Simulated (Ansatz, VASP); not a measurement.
**Pb: VASP beside Ansatz**

The input INCAR:

```
PREC     = Accurate       # precision mode
ENCUT    = 520            # plane-wave cutoff, eV
EDIFF    = 1E-6           # SCF threshold, eV
ISMEAR   = 0              # smearing method
SIGMA    = 0.05           # smearing width, eV
LREAL    = F              # projectors in reciprocal space
LASPH    = T              # aspherical terms in the spheres
NELM     = 100            # most SCF steps
ALGO     = Normal         # electronic algorithm
ISIF     = 2              # what is computed and relaxed
LWAVE    = F              # write WAVECAR
LCHARG   = F              # write CHGCAR
GGA      = PE             # functional
NBANDS   = 21             # bands
```

The input KPOINTS:

```
Automatic mesh
0
Gamma
  12 12 6
```

The input POSCAR:

```
Pb
1.0
    3.3599030584      0.0000000000      0.0000000000
   -1.6799515292      2.9097614029      0.0000000000
    0.0000000000      0.0000000000      5.3970856599
Pb
2
Direct
    0.3333333333      0.6666666667      0.2500000000
    0.6666666667      0.3333333333      0.7500000000
```

Input for Ansatz:

```yaml
crystal:
  lattice:
    - [3.3599030584, 0.0, 0.0]
    - [-1.6799515292, 2.9097614029, 0.0]
    - [0.0, 0.0, 5.3970856599]
  atoms:
    - { symbol: Pb, position: [0.3333333333, 0.6666666667, 0.25] }
    - { symbol: Pb, position: [0.6666666667, 0.3333333333, 0.75] }
basis:
  ecutwfc: 420
  fft_grid_basis: typed
kpoints:
  mp_grid: { grid: [12, 12, 6] }
hamiltonian:
  xc: pbe
scf:
  occupations: { method: gaussian, width: 0.05 }
output:
  forces: true
  stress: true
  eigenvalues: true
  bader: true
  write_density: true
  volumetric_format: npy
  elf: true
```

This isn't the form of Pb at room conditions, which is fcc.

Alike in both runs: task single point; functional PBE; k mesh 12 × 12 × 6; occupations gaussian, width 0.05 eV; no spin polarisation.

|  | VASP | Ansatz |
| --- | --- | --- |
| version | VASP 6.6.1 | Ansatz 0.2.0 |
| potentials or method | VASP PAW PBE potentials, release 64 (Pb_d) | scalar-relativistic, plane waves, PAW |
| plane-wave cutoff (eV) | 520 | 420 |
| valence electrons in the cell | 28 | 28 |

Ansatz gave:

```
gap on the k mesh at the Fermi level (eV)       : none
pressure (GPa)                                  : 11.7
largest component of the traceless stress (GPa) : 1.16
```

**Question.** Which values does VASP return?

**Answer.** gap on the k mesh at the Fermi level (eV): none; pressure (GPa): 11.6; largest component of the traceless stress (GPa): 1.17.

A gap of «none» marks a metal or a gap that the smearing closes.

The runs have no spin-orbit coupling, so splittings on Pb are missing.
